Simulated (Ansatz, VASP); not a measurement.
## Two plane-wave programs on GdO

INCAR

```
SYSTEM = GdO
PREC = Accurate ; ENCUT = 520
EDIFF = 1E-6 ; ISMEAR = -1
SIGMA = 0.1 ; LREAL = .FALSE.
LASPH = .TRUE. ; NELM = 150
ALGO = Normal ; ISIF = 2
LWAVE = .FALSE. ; LCHARG = .TRUE.
ISPIN = 2 ; MAGMOM = 7 0
LORBIT = 11 ; LMAXMIX = 6
GGA = PS ; LELF = .TRUE.
LVHAR = .TRUE. ; NBANDS = 23
```

KPOINTS

```
regular mesh
0
G
  9 9 9
  0 0 0
```

Contents of POSCAR:

```
GdO
1.0
    0.0000000000      2.7089701656      2.7089701656
    2.7089701656      0.0000000000      2.7089701656
    2.7089701656      2.7089701656      0.0000000000
Gd O
1 1
Direct
    0.0000000000      0.0000000000      0.0000000000
    0.2500000000      0.2500000000      0.2500000000
```

Input for Ansatz:

```yaml
crystal:
  lattice:
    - [0.0, 2.708970165563641, 2.708970165563641]
    - [2.708970165563641, 0.0, 2.708970165563641]
    - [2.708970165563641, 2.708970165563641, 0.0]
  atoms:
    - { symbol: Gd, position: [0.0, 0.0, 0.0], spin: 7.0 }
    - { symbol: O, position: [0.25, 0.25, 0.25] }
basis:
  ecutwfc: 450.0
kpoints:
  mp_grid:
    grid: [9, 9, 9]
hamiltonian:
  xc: pbesol
  pseudopotentials:
    kind: paw
magnetization:
  spin_polarized: true
scf:
  occupations:
    method: fermi_dirac
    width: 0.1
```

Alike in both runs: task single point; functional PBEsol; k mesh 9 × 9 × 9; occupations fermi-dirac, width 0.1 eV; collinear spin.

```csv
,VASP,Ansatz
version,VASP 6.6.1,Ansatz 0.2.0
potentials or method,"VASP PAW PBE potentials, release 64 (Gd, O)","plane waves, PAW"
plane-wave cutoff (eV),520,450
valence electrons in the cell,24,24
```

|  | VASP | Ansatz | Ansatz less VASP |
| --- | --- | --- | --- |
| net moment per atom (μB) | 3.73 | 3.73 | -0.007 |
| size of the moment on the site where the two differ most (μB) | 6.83 | 6.79 | -0.044 |

Site moments also hang on the region over which each program counts them.

Caveats: a cell with one magnetic atom can't hold antiferromagnetic order, which such compounds often take. The state reached can hang on the start; a lower one may exist.
